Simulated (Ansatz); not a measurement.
Write the native input for Ansatz 0.2.0 that does the following.

| Quantity | Value |
| --- | --- |
| Task | band structure |
| Functional | PBE |
| Potentials or basis | Ansatz PAW earlier set |
| Cutoff | 620 eV |
| Density cutoff | 2480 eV |
| k mesh | 8 × 8 × 8 |
| Occupations | fermi-dirac, width 0.05 eV |
| Spin | no spin polarisation |
| Path | [["G", "X", "W", "K", "G", "L", "U", "W", "L", "K"], ["U", "X"]] |
| Points for each segment of the path | 14 |

Crystal: CdSe.

```
Cd Se
1.0
     0.00000    3.07027    3.07027
     3.07027    0.00000    3.07027
     3.07027    3.07027    0.00000
Cd Se
1 1
Direct
  0.00000 0.00000 0.00000
  0.25000 0.25000 0.25000
```

Measurements of this composition are mostly on another form, of space group No. 186.

One way to write it, as run:

input.yaml

```yaml
crystal:
  lattice:
    - [0.0, 3.0702711986, 3.0702711986]
    - [3.0702711986, 0.0, 3.0702711986]
    - [3.0702711986, 3.0702711986, 0.0]
  atoms:
    - { symbol: Cd, position: [0.0, 0.0, 0.0] }
    - { symbol: Se, position: [0.25, 0.25, 0.25] }
hamiltonian:
  xc: pbe
  pseudopotentials: { kind: paw, level: accurate }
kpoints:
  mp_grid: { grid: [8, 8, 8] }
  band_path:
    path:
      - [[0.0, 0.0, 0.0], [0.5, 0.0, 0.5], [0.5, 0.25, 0.75], [0.375, 0.375, 0.75], [0.0, 0.0, 0.0], [0.5, 0.5, 0.5], [0.625, 0.25, 0.625], [0.5, 0.25, 0.75], [0.5, 0.5, 0.5], [0.375, 0.375, 0.75]]
      - [[0.625, 0.25, 0.625], [0.5, 0.0, 0.5]]
    npoints: 14
scf:
  occupations: { method: fermi_dirac, width: 0.05 }
  n_extra_bands: 6
output:
  forces: true
  stress: true
  eigenvalues: true
  fatbands: false
  write_density: true
  write_potential: true
  elf: true
  volumetric_format: npy
```

Potentials or basis: Ansatz PAW earlier set.

Launch:

```bash
$ ansatz run input.yaml --threads 2 --pin off --max-ram 5120MiB --backend cpu --events-out ev --progress --plain --runs-dir out
```

It gave:

```
Pressure                : 1.3 GPa
Band gap on the k mesh  : 0.55 eV, direct
Band gap along the path : 0.55 eV, direct
```

Wall time 12 s on 2 threads of Arm Neoverse V1, with other jobs on the host, peak memory 0.47 GiB.
